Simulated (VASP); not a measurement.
A run of VASP 6.6.1 is set up as follows.

Contents of INCAR:

```
PREC = Accurate
ENCUT = 520
EDIFF = 1E-7
ISMEAR = 1
SIGMA = 0.1
LREAL = False
LASPH = True
NELM = 60
ALGO = Normal
ISIF = 2
LWAVE = False
LCHARG = True
LDIPOL = True
IDIPOL = 3
DIPOL = 0.5 0.5 0.500
GGA = PS
LVHAR = True
LVACPOTAV = True
KPAR = 8
```

File KPOINTS:

```
Automatic mesh
0
Gamma
  10 10 1
```

POSCAR

```
TiTe2                                   
1.0
    3.7770000000      0.0000000000      0.0000000000
   -1.8885000000      3.2709779500      0.0000000000
    0.0000000000      0.0000000000     32.4113488000
  Te              Ti            
     6     3
Direct
     0.3333333332999970    0.6666666667000030    0.2516099250244628
     0.6666666667000030    0.3333333332999970    0.3562567159589904
     0.3333333332999970    0.6666666667000030    0.4479341016411813
     0.6666666667000030    0.3333333332999970    0.5520658983588187
     0.3333333332999970    0.6666666667000030    0.6437432840410098
     0.6666666667000030    0.3333333332999970    0.7483900749755370
     0.0000000000000000    0.0000000000000000    0.3042091844486521
     0.0000000000000000    0.0000000000000000    0.5000000000000000
     0.0000000000000000    0.0000000000000000    0.6957908155513480
```

Potentials or basis: VASP PAW PBE potentials, release 64 (Te, Ti_sv).

Run with:

```bash
$ cat potpaw_PBE.64/Te/POTCAR potpaw_PBE.64/Ti_sv/POTCAR > POTCAR
$ mpirun -np 8 vasp_std > vasp.out
```

(1) What does it give for the work function of the upper face?

(2) What does it give for the work function of the lower face?

(3) Estimate the largest force.

(4) Estimate the band gap on the k mesh.

Results:

(1) 4.97 eV.

(2) 4.97 eV.

(3) 0.009 eV/Å.

(4) none (metal or under the smearing width).

Caveat: the PAW data sets were made with another functional, which shifts forces and pressure a little.
